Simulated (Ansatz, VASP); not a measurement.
One calculation of V, two programs

The input INCAR:

```
SYSTEM = V
PREC = Accurate
ENCUT = 520
EDIFF = 1E-6
ISMEAR = 0
SIGMA = 0.02
LREAL = .FALSE.
LASPH = .TRUE.
NELM = 150
ALGO = Normal
ISIF = 2
LWAVE = .FALSE.
LCHARG = .FALSE.
ISPIN = 2
MAGMOM = 2
LORBIT = 11
LMAXMIX = 4
GGA = PE
NBANDS = 16
```

The input KPOINTS:

```
regular mesh
0
G
  12 12 12
  0 0 0
```

The input POSCAR:

```
V
1.0
    2.6229311400      0.0000000000      0.0000000000
   -0.8743103798      2.4729231943      0.0000000000
   -0.8743103798     -1.2364615967      2.1416143081
V
1
Direct
    0.0000000000      0.0000000000      0.0000000000
```

input.yaml

```yaml
crystal:
  lattice:
    - [2.62293114, 0.0, 0.0]
    - [-0.8743103798, 2.4729231943, 0.0]
    - [-0.8743103798, -1.2364615967, 2.1416143081]
  atoms:
    - { symbol: V, position: [0.0, 0.0, 0.0], spin: 2.0 }
kpoints:
  mp_grid: { grid: [12, 12, 12] }
scf:
  occupations: { method: gaussian, width: 0.02 }
hamiltonian:
  xc: pbe
  pseudopotentials: { kind: all_electron, lapw: { basis_error: 0.001 } }
magnetization:
  spin_polarized: true
output:
  forces: true
  stress: true
  eigenvalues: true
```

Alike in both runs: task single point; functional PBE; k mesh 12 × 12 × 12; occupations gaussian, width 0.02 eV; collinear spin.

|  | VASP | Ansatz |
| --- | --- | --- |
| version | VASP 6.6.1 | Ansatz 0.2.0 |
| potentials or method | VASP PAW PBE potentials, release 64 (V_sv) | all-electron LAPW, scalar-relativistic |
| plane-wave cutoff (eV) | 520 | see its input |

|  | VASP | Ansatz | Ansatz less VASP |
| --- | --- | --- | --- |
| gap on the k mesh at the Fermi level (eV) | none | none | - |
| pressure (GPa) | -5.2 | -5.3 | -0.09 |
| net moment per atom (μB) | 0.12 | 0.12 | -0.003 |
| size of the moment on the site where the two differ most (μB) | 0.11 | 0.11 | +0.002 |

Site moments also hang on the region over which each program counts them. A gap of «none» marks a metal or a gap that the smearing closes. Ansatz ran all-electron here, so the differences hold the error of VASP's frozen core and of both bases.

Caveats: the starting moments weren't kept (Ansatz).
